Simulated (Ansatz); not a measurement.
All-electron card of Sr

```xyz
2
Lattice="0.0000 4.8091 4.8091 4.8091 0.0000 4.8091 4.8091 4.8091 0.0000" Properties=species:S:1:pos:R:3 pbc="T T T"
Sr    0.0000    0.0000    0.0000
Sr    2.4046    2.4046    2.4046
```

Atoms are numbered in the order listed.

The structure comes from a relaxation in the same program, started in the diamond type, and has space group Fd-3m. Whether it is a known phase or the ground state wasn't checked.

All numbers below come from DFT, PBE, all-electron LAPW, scalar-relativistic in Ansatz 0.2.0.

Sampling and basis: a Γ-centred 11×11×11 k mesh, Fermi–Dirac smearing of 0.08 eV, basis error target 0.25 meV/atom, no spin polarisation.

| Quantity | Value |
| --- | --- |
| Band gap | none: bands cross the Fermi level, a metal |
| Density of states at the Fermi level (0.2 eV bin) | 3.40 states/eV per cell |
| Volume per atom | 750.6 bohr³ |
| Pressure at this cell | 0.01 GPa |
